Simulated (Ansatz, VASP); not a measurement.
## Two plane-wave programs on C

POSCAR

```
C
1.0
    2.4657189577      0.0000000000      0.0000000000
   -1.2328594788      2.1353752560      0.0000000000
    0.0000000000      0.0000000000     28.0000000000
C
2
Direct
    0.3333333333      0.6666666667      0.5000000000
    0.6666666667      0.3333333333      0.5000000000
```

The input INCAR.step1:

```
PREC     = Accurate       # precision mode
ENCUT    = 520            # plane-wave cutoff, eV
EDIFF    = 1E-5           # SCF threshold, eV
ISMEAR   = 0              # smearing method
SIGMA    = 0.1            # smearing width, eV
LREAL    = False          # projectors in reciprocal space
LASPH    = True           # aspherical terms in the spheres
NELM     = 100            # most SCF steps
ALGO     = Normal         # electronic algorithm
ISIF     = 2              # what is computed and relaxed
LWAVE    = True           # write WAVECAR
LCHARG   = False          # write CHGCAR
LDIPOL   = True         
IDIPOL   = 3            
DIPOL    = 0.5 0.5 0.500
NBANDS   = 11             # bands
GGA      = PE             # functional
```

Contents of INCAR.step2:

```
PREC     = Accurate       # precision mode
ENCUT    = 520            # plane-wave cutoff, eV
EDIFF    = 1E-6           # SCF threshold, eV
ISMEAR   = 0              # smearing method
SIGMA    = 0.1            # smearing width, eV
LREAL    = False          # projectors in reciprocal space
LASPH    = True           # aspherical terms in the spheres
NELM     = 100            # most SCF steps
ALGO     = Normal         # electronic algorithm
ISIF     = 2              # what is computed and relaxed
LWAVE    = False          # write WAVECAR
LCHARG   = False          # write CHGCAR
LDIPOL   = True         
IDIPOL   = 3            
DIPOL    = 0.5 0.5 0.500
GGA      = PE             # functional
LHFCALC  = True           # exact exchange
HFSCREEN = 0.2079         # screening, 1/A
PRECFOCK = Normal       
IVDW     = 12             # dispersion correction
VDW_S6   = 1.0          
VDW_S8   = 2.31         
VDW_A1   = 0.383        
VDW_A2   = 5.685        
NBANDS   = 11             # bands
ISTART   = 1
```

KPOINTS

```
regular mesh
0
Gamma
  12 12 1
```

Input for Ansatz:

```yaml
crystal:
  lattice:
    - [2.4657189577, 0.0, 0.0]
    - [-1.2328594788, 2.135375256, 0.0]
    - [0.0, 0.0, 28.0]
  atoms:
    - { symbol: C, position: [0.3333333333, 0.6666666667, 0.5] }
    - { symbol: C, position: [0.6666666667, 0.3333333333, 0.5] }
  periodic: [true, true, false]
basis:
  ecutwfc: 420
kpoints:
  mp_grid: { grid: [12, 12, 1] }
  band_path:
    path:
      - [0, 0, 0]
      - [0.5, 0, 0]
      - [0.333333333333, 0.333333333333, 0]
      - [0, 0, 0]
    npoints: 3
hamiltonian:
  xc: hse06
  dispersion: d3bj
scf:
  occupations: { method: gaussian, width: 0.1 }
output:
  forces: true
  stress: true
  eigenvalues: true
  populations: true
```

Alike in both runs: task single point; functional HSE06; dispersion D3(BJ); k mesh 12 × 12 × 1; occupations gaussian, width 0.1 eV; no spin polarisation.

```csv
,VASP,Ansatz
version,VASP 6.6.1,Ansatz 0.2.0
potentials or method,"VASP PAW PBE potentials, release 64 (C)","scalar-relativistic, plane waves, PAW"
plane-wave cutoff (eV),520,420
valence electrons in the cell,8,8
```

VASP gave:

- gap on the k mesh at the Fermi level (eV): none
- dispersion energy (meV/atom): -71.5

Problem. Estimate Ansatz's values.

Solution. gap on the k mesh at the Fermi level (eV): none; dispersion energy (meV/atom): -71.4.

A gap of «none» marks a metal or a gap that the smearing closes. With one functional, cell and mesh, what is left measures potentials, basis and numerics. Ansatz warned: «filled_band_counts_differ_across_k_points».
